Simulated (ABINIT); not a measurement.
Crystal: ZrB2.

```
Zr B
1.0
     3.17000    0.00000    0.00000
    -1.58500    2.74530    0.00000
     0.00000    0.00000    3.53300
Zr B
1 2
Direct
  0.00000 0.00000 0.00000
  0.66667 0.33333 0.50000
  0.33333 0.66667 0.50000
```

Base run:

* Program: ABINIT 10.8.3 (patched build)
* Functional: AM05
* Potentials or basis: JTH PAW PBE v2.0
* Cutoff: 544 eV
* k mesh: 10 × 10 × 8
* Occupations: fermi-dirac, width 0.05 eV
* Spin: no spin polarisation

Its results: band gap on the k mesh none (metal or under the smearing width); pressure -5.0 GPa.

**Question.** After a change of settings the same cell gave: band gap on the k mesh none (metal or under the smearing width); pressure 0.5 GPa. Which change was it?
A. functional from AM05 to WC
B. functional from AM05 to revPBE
C. functional from AM05 to PBEsol
D. functional from AM05 to PW91

**Answer.** D.

PW91 binds less tightly than AM05, so the same cell stands under more pressure.

Caveats: the PAW data sets were made with another functional, which shifts forces and pressure a little.
